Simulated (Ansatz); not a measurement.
MgO (rocksalt), relaxed with r2SCAN: it is cubic, Fm-3m (No. 225); a = 4.204 Å in the conventional setting, 9.29 Å³ an atom. Around Mg lie 6 O at 2.10 Å; around O lie 6 Mg at 2.10 Å. One-shot G0W0@PBE in the PAW code Ansatz on a 6×6×6 mesh (contour deformation, no spin-orbit coupling), from a PBE gap of 4.797 eV over the mesh points (the G0W0 gap is direct on the mesh); the number N of bands summed and the screening cutoff rise together. Calculated for a static, non-magnetic cell.

```csv
N,cutoff (eV),1000/N,G0W0 gap (eV)
38,80,26.316,6.964
77,140,12.987,7.196
```

**Question.** Lay a straight line in 1000/N through these rows.

**Answer.** The slope is -0.0174 eV per unit of 1000/N and the intercept 7.422 eV.

**Question.** Predict the gap at N = 136 (210 eV).

**Answer.** 7.422 + (-0.0174) × 7.353 = 7.294 eV; the run gives 7.337 eV, +0.043 eV from the line.

**Question.** With that run's result added, what limit do the last two rows suggest?

**Answer.** Their slope is (7.337 − 7.196)/(7.353 − 12.987) = -0.0250, which meets 1/N = 0 at 7.52 eV, against 7.422 eV from the first line. The slope steepens, so 1/N isn't yet asymptotic and the true limit probably lies higher still; the k mesh isn't extrapolated.
